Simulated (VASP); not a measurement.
# PtSe2 (Sudovikovite): Sb into a neighbouring Pt vacancy, part 4 of 4

How hard is this move in PtSe2 (Sudovikovite): Sb into a neighbouring Pt vacancy? Both ends are relaxed first, then a band of images between them. The start is a cell from a database of measured crystal structures.

VASP 6.6.1, plane waves and PAW; the level of theory is named at each step.

So far. Step 4 (Relax the start): The run ended after 14 ionic steps, 1.004 eV below its first step, once the forces on the free atoms met EDIFFG = -0.05. Step 5 (Relax the end): The run ended after 13 ionic steps, 1.020 eV below its first step, once the forces on the free atoms met EDIFFG = -0.05.

The database entry behind the starting cell has ideal inner coordinates that were not refined, so it need not match the best structure at ambient conditions.

### 6. Nudged elastic band

Level of this step: PBE, spin-polarised, with small moments to start from; plane waves and PAW (Pt, Sb, Se) (VASP).

Images on a straight line between the ends relax across the path, while springs keep them spaced along it.

Contents of INCAR:

```
SYSTEM = SbPt6Se16
PREC = Normal
ENCUT = 280
EDIFF = 1E-05
NELM = 120
ISMEAR = 0
SIGMA = 0.05
LREAL = Auto
ALGO = Fast
GGA = PE
NBANDS = 117
ISPIN = 2
MAGMOM = 0 0 0 0 0 0 0.6 0 0 0 0 0 0.6 0 0 0.6 0 0 0 0 0 0 0
LASPH = .TRUE.
LMAXMIX = 4
LWAVE = .FALSE.
LCHARG = .FALSE.
IMAGES = 3
SPRING = -5
IBRION = 3
POTIM = 0.15
NSW = 60
EDIFFG = -0.05
ISYM = 0
ISIF = 0
SMASS = 1
```

Contents of POSCAR:

```
SbPt6Se16
1.0
    7.5262932490      0.0000000000      0.0000000000
   -3.7631466244      6.5179611500      0.0000000000
    0.0000000000      0.0000000000     11.5963344222
Pt Sb Se
6 1 16
Direct
    0.0011245780      0.0009044247      0.5001741529
    0.0012613746      0.5010082186      0.5001311479
    0.4979901991      0.9983724078      0.9996037837
    0.5010317496      0.0007649194      0.5002438113
    0.4983976978      0.4988520534      0.9996528194
    0.5012014027      0.5008116576      0.5003364725
    0.9974813000      0.4973445528      0.9993133773
    0.3347081696      0.1676801662      0.3874377202
    0.3552789865      0.1770714275      0.8785420452
    0.3354966952      0.6681737829      0.3851705169
    0.3537632906      0.6764107606      0.8790598848
    0.8342244707      0.1680845019      0.3879379192
    0.8121967013      0.1529363889      0.8705129534
    0.8340705693      0.6668110965      0.3877112292
    0.8110210393      0.6552926225      0.8695551772
    0.1854749573      0.3421388039      0.1296549326
    0.1680805402      0.3348842984      0.6124164412
    0.1829961878      0.8429943488      0.1281825538
    0.1678985602      0.8339809918      0.6124286807
    0.6433948911      0.3212603021      0.1198958092
    0.6672885218      0.3339246326      0.6152331186
    0.6395532044      0.8195137296      0.1212174287
    0.6676437419      0.8342146674      0.6129291204
```

Contents of KPOINTS:

```
Automatic mesh
0
Gamma
2 2 1
0 0 0
```

Contents of 00/POSCAR:

```
SbPt6Se16
1.0
    7.5262932490      0.0000000000      0.0000000000
   -3.7631466244      6.5179611500      0.0000000000
    0.0000000000      0.0000000000     11.5963344222
Pt Sb Se
6 1 16
Direct
    0.0011245780      0.0009044247      0.5001741529
    0.0012613746      0.5010082186      0.5001311479
    0.4979901991      0.9983724078      0.9996037837
    0.5010317496      0.0007649194      0.5002438113
    0.4983976978      0.4988520534      0.9996528194
    0.5012014027      0.5008116576      0.5003364725
    0.9974813000      0.4973445528      0.9993133773
    0.3347081696      0.1676801662      0.3874377202
    0.3552789865      0.1770714275      0.8785420452
    0.3354966952      0.6681737829      0.3851705169
    0.3537632906      0.6764107606      0.8790598848
    0.8342244707      0.1680845019      0.3879379192
    0.8121967013      0.1529363889      0.8705129534
    0.8340705693      0.6668110965      0.3877112292
    0.8110210393      0.6552926225      0.8695551772
    0.1854749573      0.3421388039      0.1296549326
    0.1680805402      0.3348842984      0.6124164412
    0.1829961878      0.8429943488      0.1281825538
    0.1678985602      0.8339809918      0.6124286807
    0.6433948911      0.3212603021      0.1198958092
    0.6672885218      0.3339246326      0.6152331186
    0.6395532044      0.8195137296      0.1212174287
    0.6676437419      0.8342146674      0.6129291204
```

Contents of 01/POSCAR:

```
SbPt6Se16
1.0
    7.5262932490      0.0000000000      0.0000000000
   -3.7631466244      6.5179611500      0.0000000000
    0.0000000000      0.0000000000     11.5963344222
Pt Sb Se
6 1 16
Direct
    0.0010998967      0.0008840429      0.5000909139
    0.0011910277      0.5009811040      0.5000537278
    0.4984183347      0.9985670443      0.9992188366
    0.5010007176      0.0007291926      0.5001799304
    0.4990519242      0.4991173308      0.9995515395
    0.5011026674      0.5007802777      0.5001992547
    0.9982017329      0.3732697416      0.9990496751
    0.3348210484      0.1677117998      0.3868310011
    0.3553904356      0.1773075265      0.8783781605
    0.3352776078      0.6680357552      0.3855407903
    0.3551493298      0.6769005204      0.8786036078
    0.8341324728      0.1677493303      0.3878864308
    0.8124120450      0.1541319522      0.8700283923
    0.8340763670      0.6670871424      0.3876315096
    0.8121620662      0.6551700036      0.8697723152
    0.1859218175      0.3427424630      0.1294265476
    0.1679463570      0.3346277588      0.6123212404
    0.1833429892      0.8419189985      0.1277260956
    0.1678713521      0.8341735984      0.6123085778
    0.6423812769      0.3206166993      0.1201563836
    0.6673278156      0.3340307319      0.6145982763
    0.6410488783      0.8203801532      0.1206868391
    0.6673627597      0.8339784187      0.6134068307
```

Contents of 02/POSCAR:

```
SbPt6Se16
1.0
    7.5262932490      0.0000000000      0.0000000000
   -3.7631466244      6.5179611500      0.0000000000
    0.0000000000      0.0000000000     11.5963344222
Pt Sb Se
6 1 16
Direct
    0.0010752154      0.0008636612      0.5000076748
    0.0011206808      0.5009539895      0.4999763077
    0.4988464702      0.9987616808      0.9988338894
    0.5009696857      0.0006934658      0.5001160494
    0.4997061506      0.4993826083      0.9994502596
    0.5010039322      0.5007488978      0.5000620370
    0.9989221658      0.2491949304      0.9987859729
    0.3349339273      0.1677434334      0.3862242820
    0.3555018846      0.1775436256      0.8782142758
    0.3350585203      0.6678977274      0.3859110637
    0.3565353690      0.6773902803      0.8781473308
    0.8340404749      0.1674141587      0.3878349425
    0.8126273886      0.1553275155      0.8695438312
    0.8340821648      0.6673631882      0.3875517899
    0.8133030930      0.6550473846      0.8699894532
    0.1863686777      0.3433461221      0.1291981626
    0.1678121739      0.3343712192      0.6122260396
    0.1836897907      0.8408436482      0.1272696375
    0.1678441441      0.8343662050      0.6121884748
    0.6413676628      0.3199730964      0.1204169580
    0.6673671094      0.3341368312      0.6139634340
    0.6425445522      0.8212465768      0.1201562494
    0.6670817775      0.8337421700      0.6138845410
```

Contents of 03/POSCAR:

```
SbPt6Se16
1.0
    7.5262932490      0.0000000000      0.0000000000
   -3.7631466244      6.5179611500      0.0000000000
    0.0000000000      0.0000000000     11.5963344222
Pt Sb Se
6 1 16
Direct
    0.0010505342      0.0008432794      0.4999244358
    0.0010503340      0.5009268750      0.4998988876
    0.4992746058      0.9989563172      0.9984489423
    0.5009386538      0.0006577391      0.5000521684
    0.5003603771      0.4996478858      0.9993489798
    0.5009051970      0.5007175179      0.4999248192
    0.9996425987      0.1251201191      0.9985222707
    0.3350468062      0.1677750670      0.3856175628
    0.3556133337      0.1777797246      0.8780503910
    0.3348394328      0.6677596997      0.3862813372
    0.3579214082      0.6778800402      0.8776910538
    0.8339484769      0.1670789872      0.3877834542
    0.8128427322      0.1565230788      0.8690592700
    0.8340879625      0.6676392340      0.3874720702
    0.8144441199      0.6549247657      0.8702065912
    0.1868155379      0.3439497812      0.1289697777
    0.1676779908      0.3341146795      0.6121308387
    0.1840365922      0.8397682978      0.1268131794
    0.1678169360      0.8345588116      0.6120683719
    0.6403540486      0.3193294936      0.1206775324
    0.6674064032      0.3342429306      0.6133285918
    0.6440402261      0.8221130005      0.1196256598
    0.6668007953      0.8335059212      0.6143622513
```

Contents of 04/POSCAR:

```
SbPt6Se16
1.0
    7.5262932490      0.0000000000      0.0000000000
   -3.7631466244      6.5179611500      0.0000000000
    0.0000000000      0.0000000000     11.5963344222
Pt Sb Se
6 1 16
Direct
    0.0010258529      0.0008228976      0.4998411968
    0.0009799871      0.5008997604      0.4998214675
    0.4997027414      0.9991509537      0.9980639952
    0.5009076218      0.0006220123      0.4999882875
    0.5010146035      0.4999131632      0.9992476999
    0.5008064617      0.5006861380      0.4997876014
    1.0003630316      0.0010453079      0.9982585685
    0.3351596850      0.1678067006      0.3850108437
    0.3557247828      0.1780158237      0.8778865063
    0.3346203454      0.6676216720      0.3866516106
    0.3593074474      0.6783698000      0.8772347768
    0.8338564790      0.1667438156      0.3877319658
    0.8130580759      0.1577186421      0.8685747089
    0.8340937602      0.6679152799      0.3873923506
    0.8155851468      0.6548021468      0.8704237292
    0.1872623981      0.3445534403      0.1287413927
    0.1675438076      0.3338581399      0.6120356379
    0.1843833936      0.8386929475      0.1263567212
    0.1677897280      0.8347514182      0.6119482690
    0.6393404344      0.3186858908      0.1209381068
    0.6674456970      0.3343490299      0.6126937495
    0.6455359000      0.8229794241      0.1190950702
    0.6665198131      0.8332696725      0.6148399616
```

The projector-augmented-wave data sets are Pt, Sb and Se (PBE family, release 64).

The run is started by

```
mpirun -np 3 vasp_std
```

The program printed:

```text
[banner, memory and clock lines left out]
running    3 mpi-ranks, on    1 nodes
 each image running on    1 cores
[...]
01/POSCAR found :  3 types and      23 ions
 LDA part: xc-table for (Slater+PW92), standard interpolation
[...]
00/POSCAR found :  3 types and      23 ions
[...]
04/POSCAR found :  3 types and      23 ions
 POSCAR, INCAR and KPOINTS ok, starting setup
[...]
entering main loop
       N       E                     dE             d eps       ncg     rms          rms(c)
DAV:   1     0.650007959824E+03    0.65001E+03   -0.47554E+04  1888   0.728E+02
DAV:   2    -0.559149739546E+02   -0.70592E+03   -0.66868E+03  2295   0.181E+02
DAV:   3    -0.103806103643E+03   -0.47891E+02   -0.46562E+02  2192   0.479E+01
DAV:   4    -0.104487493452E+03   -0.68139E+00   -0.67911E+00  2192   0.624E+00
[...]
RMM:  20    -0.982062330142E+02   -0.18529E-04   -0.68853E-05  1533   0.147E-02    0.229E-02
RMM:  21    -0.982062486954E+02   -0.15681E-04   -0.27684E-05  1385   0.940E-03    0.771E-03
RMM:  22    -0.982062511123E+02   -0.24168E-05   -0.60403E-06  1112   0.456E-03
   1 F= -.98206251E+02 E0= -.98202333E+02  d E =-.982063E+02  mag=     2.5013
[... from here on, the cycles between the ionic steps are left out ...]
   2 F= -.99971244E+02 E0= -.99964414E+02  d E =-.176499E+01  mag=     2.4936
   6 F= -.10096957E+03 E0= -.10096358E+03  d E =-.243541E-01  mag=     2.2579
  11 F= -.10104452E+03 E0= -.10103841E+03  d E =-.130781E-01  mag=     2.2274
  16 F= -.10109508E+03 E0= -.10108894E+03  d E =-.849191E-02  mag=     2.1948
  21 F= -.10113265E+03 E0= -.10112681E+03  d E =-.723452E-02  mag=     2.2080
  26 F= -.10116948E+03 E0= -.10116444E+03  d E =-.753613E-02  mag=     2.2769
  31 F= -.10120831E+03 E0= -.10120462E+03  d E =-.790422E-02  mag=     2.3686
  36 F= -.10124756E+03 E0= -.10124464E+03  d E =-.773909E-02  mag=     2.4184
  41 F= -.10128564E+03 E0= -.10128026E+03  d E =-.775797E-02  mag=     2.3218
  46 F= -.10136328E+03 E0= -.10135528E+03  d E =-.280796E-01  mag=     0.7255
  51 F= -.10153190E+03 E0= -.10152604E+03  d E =-.463668E-01  mag=     0.0785
  56 F= -.10180702E+03 E0= -.10180609E+03  d E =-.517915E-01  mag=     0.0000
  59 F= -.10191618E+03 E0= -.10191573E+03  d E =-.283286E-01  mag=     0.0000
  60 F= -.10193825E+03 E0= -.10193787E+03  d E =-.220764E-01  mag=     0.0000
damped:  g(F)=  0.210E-01 g(S)=  0.000E+00 dE (1.order)=-0.446E-01
```

The job ended after 63 min (3 MPI ranks of Intel Xeon 6975P-C (Granite Rapids), shared host; peak memory 1.1 GiB).

OUTCAR, selected parts (step 6):

```text
  tangential force (eV/A)        -0.762434
  left and right image   1.766148  1.886624 A

  tangential force (eV/A)        -0.690565
  left and right image   1.783128  1.914783 A

 spin component 1
 k-point     1 :       0.0000    0.0000    0.0000
  band No.  band energies     occupation
    ...
     76       3.4258      1.00000
     77       3.4513      1.00000
     78       3.5861      1.00000
     79       3.9314      0.99989
     80       3.9760      0.99264
     81       4.1484      0.00739
     82       4.3878      0.00000
     83       4.9971      0.00000
     84       5.3419      0.00000
     85       5.6834      0.00000
    ...

 k-point     2 :       0.5000    0.0000    0.0000
  band No.  band energies     occupation
    ...
     76       3.1253      1.00000
     77       3.2108      1.00000
     78       3.4719      1.00000
     79       3.5441      1.00000
     80       3.7651      1.00000
     81       4.1829      0.00032
     82       4.5889      0.00000
     83       4.6531      0.00000
     84       4.8261      0.00000
     85       5.0796      0.00000
    ...

 POSITION                                       TOTAL-FORCE (eV/Angst)
 -----------------------------------------------------------------------------------
     -0.00002      0.01375      5.79570        -0.002006      0.004486     -0.000484
     -1.88343      3.27608      5.79626        -0.001653      0.003398      0.001889
     -0.14635      6.19650     11.55335         0.022615     -0.035276     -0.160290
      3.76850      0.01932      5.81530        -0.001451     -0.000932     -0.030686
      2.23031      3.22493     11.60920         0.014063     -0.040722      0.157533
      1.87373      3.26999      5.77507         0.000686      0.002285      0.035179
      6.14217      2.39298     11.58290        -0.250054      0.437659     -0.005195
      1.89278      1.08849      4.49701        -0.012739      0.030842      0.009406
      1.96502      1.08129     10.25215         0.201944      0.166070     -0.173938
     -0.00719      4.38396      4.46894         0.034951     -0.020303     -0.010819
      0.30373      4.09077     10.21066         0.206123     -0.002578     -0.097278
      5.64476      1.10298      4.49744         0.004179      0.013937     -0.009366
      5.36508      0.49987      9.91024         0.331671     -0.053337      0.222734
      3.75975      4.35529      4.48687        -0.016403     -0.007951      0.013142
[...]
-----------------------------------------------------------------------------------
    total drift:                                0.006036      0.012255     -0.014100

  FREE ENERGIE OF THE ION-ELECTRON SYSTEM (eV)
  ---------------------------------------------------
  free  energy   TOTEN  =      -101.9382546202 eV

  energy  without entropy=     -101.9374877955  energy(sigma->0) =     -101.93787121

  tangential force (eV/A)        -0.623135
  left and right image   1.796691  1.940546 A

[... 5 parts as in an earlier step ...]

[... 9 further parts left out ...]
[key lines of the parts left out:]
E-fermi :   4.0622
```

The band used up its steps before its forces met the threshold, so no barrier is taken from it.

### 7. Results

```
result : none
```

What this shows: The session ends without its result: «nudged elastic band» used up its steps.

[Lines on the potential files, build, host, timing and source positions are cut from VASP's logs without a mark.]

[Logs are printed without paths, hosts, clocks, repeated set-up lines and the standing remarks that a program may print on its own settings, such as how far it seeks lower states.]

[Hosts, paths, dates, database ids (printed as entryN), source tags and the programs' standing remarks are cut or masked in the printed files.]

[Runs that stopped without an error message from VASP are left out.]
